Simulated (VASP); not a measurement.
# GaAs (F-43m): a series in biaxial strain in the (111) plane

Wanted: the response of GaAs to biaxial strain in the (111) plane, as a table, with a fit that predicts a row left out.

Method: LDA; plane waves and PAW (Ga_d, As), in the first sound run; inputs show where later runs differ, in VASP 6.6.1.

### Step 1. Starting point

The structure is cubic, space group F-43m (No. 216). Conventional cell: a = 5.653 Å, b = 5.653 Å, c = 5.653 Å, α = 90.00°, β = 90.00°, γ = 90.00°. Ga has 4 As at 2.45 Å nearest. Nearest to As lie 4 Ga at 2.45 Å. Farther neighbours are not listed.

As a file:

```
Ga As
1.0
     0.00000    2.82650    2.82650
     2.82650    0.00000    2.82650
     2.82650    2.82650    0.00000
Ga As
1 1
Direct
  0.00000 0.00000 0.00000
  0.25000 0.25000 0.25000
```

### Step 2. Relax the crystal, LDA

The series starts from the cell that this level prefers, so that zero strain is near zero stress.

This step took 2 runs in a row; the last is shown.

Level: LDA; plane waves and PAW (Ga_d, As).

The input, INCAR:

```
SYSTEM = GaAs
PREC = Accurate
ENCUT = 450
EDIFF = 1E-07
NELM = 120
ISMEAR = 0
SIGMA = 0.02
LREAL = .FALSE.
ALGO = Normal
GGA = CA
NBANDS = 15
LORBIT = 11
LWAVE = .FALSE.
LCHARG = .FALSE.
KPAR = 16
IBRION = 2
NSW = 40
ISIF = 3
EDIFFG = -0.005
POTIM = 0.4
```

The input, POSCAR:

```
GaAs
1.0
    0.0000000000      2.8045104135      2.8045104135
    2.8045104135      0.0000000000      2.8045104135
    2.8045104135      2.8045104135      0.0000000000
Ga As
1 1
Direct
    0.0000000000      0.0000000000      0.0000000000
    0.2500000000      0.2500000000      0.2500000000
```

The input, KPOINTS:

```
Automatic mesh
0
Gamma
9 9 9
0 0 0
```

The projector-augmented-wave data sets are Ga_d and As (LDA family, release 64).

Command:

```console
> mpirun -np 16 vasp_std
```

Log:

```text
[banner, memory and clock lines left out]
running   16 mpi-ranks, on    1 nodes
[...]
|                                                                             |
|           W    W    AA    RRRRR   N    N  II  N    N   GGGG   !!!           |
|           W    W   A  A   R    R  NN   N  II  NN   N  G    G  !!!           |
|           W    W  A    A  R    R  N N  N  II  N N  N  G       !!!           |
|           W WW W  AAAAAA  RRRRR   N  N N  II  N  N N  G  GGG   !            |
|           WW  WW  A    A  R   R   N   NN  II  N   NN  G    G                |
|           W    W  A    A  R    R  N    N  II  N    N   GGGG   !!!           |
|                                                                             |
|     For optimal performance we recommend to set                             |
|       NCORE = 2 up to number-of-cores-per-socket                            |
|     NCORE specifies how many cores store one orbital (NPAR=cpu/NCORE).      |
|     This setting can greatly improve the performance of VASP for DFT.       |
[...]
|     Unfortunately you need to use the default for GW and RPA                |
|     calculations (for HF NCORE is supported but not extensively tested      |
|     yet).                                                                   |
|                                                                             |

 LDA part: xc-table for (Slater(with rela. corr.)+CA(PZ))
 , standard interpolation
 POSCAR, INCAR and KPOINTS ok, starting setup
[...]
entering main loop
       N       E                     dE             d eps       ncg     rms          rms(c)
DAV:   1     0.761070724722E+02    0.76107E+02   -0.84383E+03  1082   0.154E+03
DAV:   2    -0.376930621025E+01   -0.79876E+02   -0.76840E+02  1190   0.295E+02
DAV:   3    -0.977836291825E+01   -0.60091E+01   -0.59869E+01  1260   0.662E+01
DAV:   4    -0.987247978688E+01   -0.94117E-01   -0.94097E-01  1279   0.920E+00
[...]
DAV:  11    -0.963942028536E+01   -0.48185E-05   -0.65580E-06  1218   0.396E-02    0.241E-03
DAV:  12    -0.963942017737E+01    0.10799E-06   -0.45001E-07  1295   0.954E-03    0.191E-03
DAV:  13    -0.963942017815E+01   -0.78398E-09   -0.67320E-08   875   0.215E-03
   1 F= -.96394202E+01 E0= -.96394202E+01  d E =-.963942E+01
[...]
reached required accuracy - stopping structural energy minimisation
```

Run time: 5.4 s. Hardware: 16 MPI ranks of AMD EPYC 7R43, shared host; peak memory 2.1 GiB; 70 s of CPU time.

The logs omit lines about the potential files and the build; timing stands in the text.

OUTCAR, selected parts (step 2):

```text
  Total       -0.0019192     -0.0019192     -0.0019192      0.0000000      0.0000000      0.0000000
  in kB       -0.0697011     -0.0697011     -0.0697011      0.0000000      0.0000000      0.0000000
  external PRESSURE =      -0.0697011 kB  Pullay stress =       0.0000000 kB

 POSITION                                       TOTAL-FORCE (eV/Angst)
 -----------------------------------------------------------------------------------
      0.00000      0.00000      0.00000         0.000000      0.000000      0.000000
      1.40226      1.40226      1.40226        -0.000000     -0.000000     -0.000000
 -----------------------------------------------------------------------------------
    total drift:                                0.000001      0.000001      0.000001

  FREE ENERGIE OF THE ION-ELECTRON SYSTEM (eV)
  ---------------------------------------------------
  free  energy   TOTEN  =        -9.6394201782 eV

  energy  without entropy=       -9.6394201782  energy(sigma->0) =       -9.63942018

 reached required accuracy - stopping structural energy minimisation

[... 3 further parts left out ...]
[key lines of the parts left out:]
E-fermi :   4.1426
```

Numbers from this step:

| Quantity | Value |
| --- | --- |
| energy(sigma→0) of the program | -9.6394 eV |
| stress, compression positive | -0.01 along [111], -0.01 across it (mean), GPa |
| volume | 44.117 Å³ |
| ionic steps | 1 |

### Step 3. Strain along the normal, LDA

One member in full: the plane is strained by -2 %, and the strain along the normal is moved by secant steps until the normal stress is under 0.012 GPa or five steps are spent; the atoms relax at each step.

This step took 3 runs, each at a new trial strain with the atoms of the one before; the last is shown.

Level: LDA; plane waves and PAW (Ga_d, As); cell typed or built by script.

Changes to INCAR since step 2:

```diff
@@ -14,7 +14,7 @@
 LCHARG = .FALSE.
-KPAR = 16
-IBRION = 2
-NSW = 40
-ISIF = 3
-EDIFFG = -0.005
-POTIM = 0.4
+KPAR = 4
+IBRION = 1
+NSW = 25
+ISIF = 2
+EDIFFG = -0.004
+POTIM = 0.3
```

The input, POSCAR:

```
GaAs
1.0
    0.0553795780      2.8037997830      2.8037997830
    2.8037997830      0.0553795780      2.8037997830
    2.8037997830      2.8037997830      0.0553795780
Ga As
1 1
Direct
    0.0014514895      0.0014514895      0.0014514895
    0.2485485105      0.2485485105      0.2485485105
```

KPOINTS is that of step 2.

Command:

```console
> mpirun -np 4 vasp_std
```

Log:

```text
[banner, memory and clock lines left out]
running    4 mpi-ranks, on    1 nodes
[...]
LDA part: xc-table for (Slater(with rela. corr.)+CA(PZ))
 , standard interpolation
 POSCAR, INCAR and KPOINTS ok, starting setup
[...]
entering main loop
       N       E                     dE             d eps       ncg     rms          rms(c)
DAV:   1     0.788984012486E+02    0.78898E+02   -0.85617E+03  2581   0.157E+03
DAV:   2    -0.374740486173E+01   -0.82646E+02   -0.79132E+02  2844   0.299E+02
DAV:   3    -0.977178943648E+01   -0.60244E+01   -0.60008E+01  2984   0.670E+01
DAV:   4    -0.986497200381E+01   -0.93183E-01   -0.93163E-01  3182   0.925E+00
[...]
DAV:  11    -0.961901075555E+01   -0.45936E-05   -0.71715E-06  3061   0.410E-02    0.294E-03
DAV:  12    -0.961901063291E+01    0.12264E-06   -0.59042E-07  3150   0.111E-02    0.213E-03
DAV:  13    -0.961901063303E+01   -0.11187E-09   -0.70415E-08  2178   0.258E-03
   1 F= -.96190106E+01 E0= -.96190106E+01  d E =-.961901E+01
 BRION: g(F)=  0.381E-07 g(S)=  0.000E+00
 reached required accuracy - stopping structural energy minimisation
```

The job ended after 24 s (4 MPI ranks; peak memory 0.56 GiB).

From OUTCAR (step 3):

```text
  Total        0.6596099      0.6596099      0.6596099     -0.3296082     -0.3296082     -0.3296082
  in kB       24.7050946     24.7050946     24.7050946    -12.3451765    -12.3451765    -12.3451765
  external PRESSURE =      24.7050946 kB  Pullay stress =       0.0000000 kB

 POSITION                                       TOTAL-FORCE (eV/Angst)
 -----------------------------------------------------------------------------------
      0.00822      0.00822      0.00822         0.000469      0.000469      0.000469
      1.40753      1.40753      1.40753        -0.000469     -0.000469     -0.000469
 -----------------------------------------------------------------------------------
    total drift:                                0.000225      0.000225      0.000225

  FREE ENERGIE OF THE ION-ELECTRON SYSTEM (eV)
  ---------------------------------------------------
  free  energy   TOTEN  =        -9.6190106330 eV

  energy  without entropy=       -9.6190106330  energy(sigma->0) =       -9.61901063

[... 1 part as in an earlier step ...]

[... 3 further parts left out ...]
[key lines of the parts left out:]
E-fermi :   4.5767
```

This run gave:

* energy(sigma→0) of the program: -9.6190 eV
* stress, compression positive: 0.00 along [111], 3.71 across it (mean), GPa
* ionic steps: 1

### Step 4. Band edges, HSE06

Short lines in KPOINTS_OPT sample the zone centre along and across the normal of the plane, for masses, and the other valleys.

Level: HSE06; plane waves and PAW (Ga_d, As); cell typed or built by script.

The input, INCAR:

```
SYSTEM = GaAs
PREC = Accurate
ENCUT = 450
EDIFF = 1E-06
NELM = 100
ISMEAR = 0
SIGMA = 0.02
LREAL = .FALSE.
ALGO = Normal
LHFCALC = .TRUE.
AEXX = 0.25
GGA = PE
HFSCREEN = 0.2
LASPH = .TRUE.
NBANDS = 14
PRECFOCK = Fast
LWAVE = .FALSE.
LCHARG = .FALSE.
KPAR = 4
```

POSCAR is that of step 3.

The input, KPOINTS:

```
Automatic mesh
0
Gamma
5 5 5
0 0 0
```

The input, KPOINTS_OPT:

```
Line mode
6
Line-mode
Reciprocal
  0.00000000   0.00000000   0.00000000
  0.02601803   0.02601803   0.02601803

  0.00000000   0.00000000   0.00000000
 -0.01546530   0.01546530   0.00000000

  0.31000000   0.31000000   0.00000000
  0.50000000   0.50000000   0.00000000

  0.00000000   0.31000000   0.31000000
  0.00000000   0.50000000   0.50000000

  0.45000000   0.45000000   0.45000000
  0.50000000   0.50000000   0.50000000

  0.45000000   0.00000000   0.00000000
  0.50000000   0.00000000   0.00000000

  0.42500000   0.42500000   0.00000000
  0.42544070   0.44731193   0.02231193

  0.50000000   0.50000000   0.50000000
  0.48453470   0.51546530   0.50000000
```

Command:

```console
> mpirun -np 4 vasp_std
```

Log:

```text
[banner, memory and clock lines left out]
running    4 mpi-ranks, on    1 nodes
[...]
|                                                                             |
|               ----> ADVICE to this user running VASP <----                  |
|                                                                             |
|     You enforced a specific xc type in the INCAR file but a different       |
|     [... a line on the potential file left out ...]
|     I HOPE YOU KNOW WHAT YOU ARE DOING!                                     |
|                                                                             |

 LDA part: xc-table for (Slater+PW92), standard interpolation
 found WAVECAR, reading the header
 POSCAR, INCAR and KPOINTS ok, starting setup
[...]
reading WAVECAR
 the WAVECAR file was read successfully
 initial charge from wavefunction
 entering main loop
       N       E                     dE             d eps       ncg     rms          rms(c)
DAV:   1    -0.980889561987E+01   -0.98089E+01   -0.13215E+00   796   0.233E+01    0.250E+00
DAV:   2    -0.980106514102E+01    0.78305E-02   -0.78708E-02   704   0.476E+00    0.180E+00
DAV:   3    -0.979728869894E+01    0.37764E-02   -0.10498E-02   730   0.191E+00    0.107E+00
DAV:   4    -0.979647888293E+01    0.80982E-03   -0.16148E-03   692   0.466E-01    0.588E-01
[...]
DAV:   8    -0.979616670919E+01    0.68054E-05   -0.28847E-06   664   0.145E-02    0.574E-02
DAV:   9    -0.979616477738E+01    0.19318E-05   -0.10524E-06   494   0.767E-03    0.314E-02
DAV:  10    -0.979616428697E+01    0.49041E-06   -0.50067E-07   392   0.548E-03
   1 F= -.97961643E+01 E0= -.97961643E+01  d E =-.102617E-31
 Start KPOINTS_OPT (optional k-point list driver)
k-point batch [1-19\48]
       N       E                     dE             ncg
DAV:   1    -0.441345082732E+03   -0.49459E+04      540
DAV:   2    -0.239310215758E+04   -0.19518E+04      550
DAV:   3    -0.257594822151E+04   -0.18285E+03      622
DAV:   4    -0.258410509536E+04   -0.81569E+01      626
DAV:   5    -0.258420281166E+04   -0.97716E-01      658
DAV:   6    -0.258420507607E+04   -0.22644E-02      770
DAV:   7    -0.258420510310E+04   -0.27031E-04      576
DAV:   8    -0.258420510347E+04   -0.36554E-06      488
[...]
k-point batch [39-48\48]
       N       E                     dE             ncg
DAV:   1     0.472143798856E+04   -0.59203E+04      280
DAV:   2     0.369058907764E+04   -0.10308E+04      292
DAV:   3     0.361402993969E+04   -0.76559E+02      328
DAV:   4     0.361222000665E+04   -0.18099E+01      384
DAV:   5     0.361219583779E+04   -0.24169E-01      370
DAV:   6     0.361219516261E+04   -0.67518E-03      434
DAV:   7     0.361219515194E+04   -0.10670E-04      306
DAV:   8     0.361219515146E+04   -0.47630E-06      282
```

It took 13 min on 4 MPI ranks; peak memory 1 GiB; 50 min of CPU time.

From OUTCAR (step 4):

```text
  LATTYP: Found a trigonal (rhomboedric) cell.
 ALAT       =     3.9655583899
 COS(alpha) =     0.5196502519

 Subroutine GETGRP returns: Found  6 space group operations
 (whereof  6 operations were pure point group operations)

The static configuration has the point symmetry C_3v.

 Found     19 irreducible k-points:

   k-points           NKPTS =     19   k-points in BZ     NKDIM =    125   number of bands    NBANDS=     14

   dimension x,y,z NGX =    28 NGY =   28 NGZ =   28
   dimension x,y,z NGXF=    56 NGYF=   56 NGZF=   56

   ENCUT  =  450.0 eV  33.07 Ry    5.75 a.u.   6.86  6.86  6.86*2*pi/ulx,y,z

   NELECT =      18.0000    total number of electrons

  exchange ACFDT corr.  =         0.00000000  see jH, gK, PRB 81, 115126

 E-fermi :   4.4465

 k-point     1 :       0.0000    0.0000    0.0000
  band No.  band energies     occupation
    ...
      5     -13.2849      2.00000
      6     -10.1984      2.00000
      7       3.9976      2.00000
      8       4.2852      2.00000
      9       4.2852      2.00000
     10       6.0484      0.00000
     11       8.6012      0.00000
     12       8.9036      0.00000
     13       8.9036      0.00000
     14      13.0085      0.00000

 k-point     2 :       0.2000    0.0000    0.0000
  band No.  band energies     occupation
    ...
      5     -13.2846      2.00000
      6      -9.6636      2.00000
      7       0.7393      2.00000
      8       3.4715      2.00000
      9       3.6807      2.00000
     10       6.7561      0.00000
     11       9.3975      0.00000
     12       9.6619      0.00000
     13      10.6257      0.00000
     14      13.9986      0.00000

 POSITION                                       TOTAL-FORCE (eV/Angst)
 -----------------------------------------------------------------------------------
      0.00822      0.00822      0.00822         0.002172      0.002172      0.002172
      1.40753      1.40753      1.40753        -0.002172     -0.002172     -0.002172
 -----------------------------------------------------------------------------------
    total drift:                                0.000166      0.000157      0.000157

  FREE ENERGIE OF THE ION-ELECTRON SYSTEM (eV)
  ---------------------------------------------------
  free  energy   TOTEN  =        -9.7961642870 eV

  energy  without entropy=       -9.7961642870  energy(sigma->0) =       -9.79616429

[... 1 part as in an earlier step ...]

[... 7 further parts left out ...]
```

Numbers from this step:

| Quantity | Value |
| --- | --- |
| energy(sigma→0) of the program | -9.7962 eV |

### Step 5. Band edges, LDA

Short lines in KPOINTS_OPT sample the zone centre along and across the normal of the plane, for masses, and the other valleys.

Level: LDA; plane waves and PAW (Ga_d, As); cell typed or built by script.

The input, INCAR:

```
SYSTEM = GaAs
PREC = Accurate
ENCUT = 450
EDIFF = 1E-06
NELM = 100
ISMEAR = 0
SIGMA = 0.02
LREAL = .FALSE.
ALGO = Normal
GGA = CA
NBANDS = 14
LWAVE = .FALSE.
LCHARG = .FALSE.
KPAR = 4
```

POSCAR is that of step 4.

The input, KPOINTS:

```
Automatic mesh
0
Gamma
7 7 7
0 0 0
```

KPOINTS_OPT is that of step 4.

Command:

```console
> mpirun -np 4 vasp_std
```

Log:

```text
[... set-up lines as in an earlier step ...]
 entering main loop
       N       E                     dE             d eps       ncg     rms          rms(c)
DAV:   1     0.750013200209E+02    0.75001E+02   -0.84685E+03  1270   0.165E+03
DAV:   2    -0.401692717551E+01   -0.79018E+02   -0.76145E+02  1388   0.303E+02
DAV:   3    -0.977356377235E+01   -0.57566E+01   -0.57336E+01  1520   0.695E+01
DAV:   4    -0.985819366248E+01   -0.84630E-01   -0.84612E-01  1482   0.931E+00
[...]
DAV:  10    -0.960986018823E+01   -0.30680E-05   -0.45703E-05  1842   0.826E-02    0.225E-02
DAV:  11    -0.960986484638E+01   -0.46581E-05   -0.71509E-06  1460   0.422E-02    0.276E-03
DAV:  12    -0.960986472575E+01    0.12063E-06   -0.48975E-07   886   0.105E-02
   1 F= -.96098647E+01 E0= -.96098647E+01  d E =-.702142E-19
 Start KPOINTS_OPT (optional k-point list driver)
k-point batch [1-44\48]
       N       E                     dE             ncg
DAV:   1    -0.990632660652E+03   -0.18829E+05     1246
DAV:   2    -0.458777922249E+04   -0.35971E+04     1316
DAV:   3    -0.487457317714E+04   -0.28679E+03     1544
DAV:   4    -0.487983555891E+04   -0.52624E+01     1398
DAV:   5    -0.487991975470E+04   -0.84196E-01     1562
DAV:   6    -0.487992262356E+04   -0.28689E-02     1690
DAV:   7    -0.487992265556E+04   -0.31997E-04     1518
DAV:   8    -0.487992265701E+04   -0.14463E-05     1040
DAV:   9    -0.487992265717E+04   -0.16571E-06      996
k-point batch [45-48\48]
       N       E                     dE             ncg
DAV:   1     0.169157300712E+05   -0.23229E+04      112
DAV:   2     0.165825546960E+05   -0.33318E+03      112
DAV:   3     0.165541524762E+05   -0.28402E+02      160
DAV:   4     0.165537692831E+05   -0.38319E+00      142
DAV:   5     0.165537639267E+05   -0.53564E-02      136
DAV:   6     0.165537637135E+05   -0.21321E-03      172
DAV:   7     0.165537637123E+05   -0.12876E-05      128
DAV:   8     0.165537637122E+05   -0.39367E-07      116
```

Elapsed: 11 s, on 4 MPI ranks; peak memory 0.51 GiB.

OUTCAR, selected parts (step 5):

```text
  Total        0.6554281      0.6554281      0.6554281     -0.3290066     -0.3290066     -0.3290066
  in kB       24.5484705     24.5484705     24.5484705    -12.3226475    -12.3226475    -12.3226475
  external PRESSURE =      24.5484705 kB  Pullay stress =       0.0000000 kB

 POSITION                                       TOTAL-FORCE (eV/Angst)
 -----------------------------------------------------------------------------------
      0.00822      0.00822      0.00822        -0.001022     -0.001022     -0.001022
      1.40753      1.40753      1.40753         0.001022      0.001022      0.001022
 -----------------------------------------------------------------------------------
    total drift:                                0.000171      0.000171      0.000170

  FREE ENERGIE OF THE ION-ELECTRON SYSTEM (eV)
  ---------------------------------------------------
  free  energy   TOTEN  =        -9.6098647257 eV

  energy  without entropy=       -9.6098647257  energy(sigma->0) =       -9.60986473

[... 1 part as in an earlier step ...]

[... 2 further parts left out ...]
[key lines of the parts left out:]
E-fermi :   4.5523
```

Numbers from this step:

| Quantity | Value |
| --- | --- |
| energy(sigma→0) of the program | -9.6099 eV |
| stress, compression positive | -0.01 along [111], 3.69 across it (mean), GPa |

The run ends at a pressure of 2.45 GPa, with forces up to 0.0018 eV/Å.

(Continued in part 2 of 2.)

[Lines on the potential files, build, host, timing and source positions are cut from VASP's logs without a mark.]

[Logs are printed without paths, hosts, clocks, repeated set-up lines and the standing remarks that a program may print on its own settings, such as how far it seeks lower states.]

[Hosts, paths, dates, database ids (printed as entryN), source tags and the programs' standing remarks are cut or masked in the printed files.]

[In band tables of VASP the shares of atoms and orbitals are scaled to a sum of 1 inside the atoms' spheres.]
